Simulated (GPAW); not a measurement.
Te2Mo:

```xyz
6
Lattice="3.5182 0.0000 0.0000 -1.7591 3.0469 0.0000 0.0000 0.0000 13.9736" Properties=species:S:1:pos:R:3 pbc="T T T"
Te    1.7591    1.0156    5.2960
Te    0.0000    2.0312   12.2828
Te    1.7591    1.0156    1.6908
Te    0.0000    2.0312    8.6776
Mo    1.7591    1.0156   10.4802
Mo    0.0000    2.0312    3.4934
```

Base run:

| Quantity | Value |
| --- | --- |
| Program | GPAW 26.7.0 |
| Functional | vdW-DF2 |
| Potentials or basis | GPAW PAW data sets (gpaw-data 1.2.1) |
| Cutoff | 600 eV |
| Basis | pw |
| k mesh | 5 × 5 × 2 |
| Occupations | fermi-dirac, width 0.05 eV |
| Spin | spin-orbit coupling, no magnetisation |

Its results: band gap on the k mesh 0.69 eV, indirect (least direct gap 1.24 eV); largest force 0.926 eV/Å.

Question: The run is repeated on the same cell with these changes: functional from vdW-DF2 to r4SCAN; soc after scf from second variation to second variation without the xc potential. What comes out?

Answer: Band gap on the k mesh 0.81 eV, indirect (least direct gap 1.34 eV); largest force 0.235 eV/Å.

Caveats: spin-orbit coupling was added after a scalar SCF, so levels and gaps hold it while energy, forces, pressure and moments don't; this program's spin-orbit splittings come out too wide for heavy elements; the PAW data sets were made with another functional, which shifts forces and pressure a little.

Not every run made on this cell is shown here.
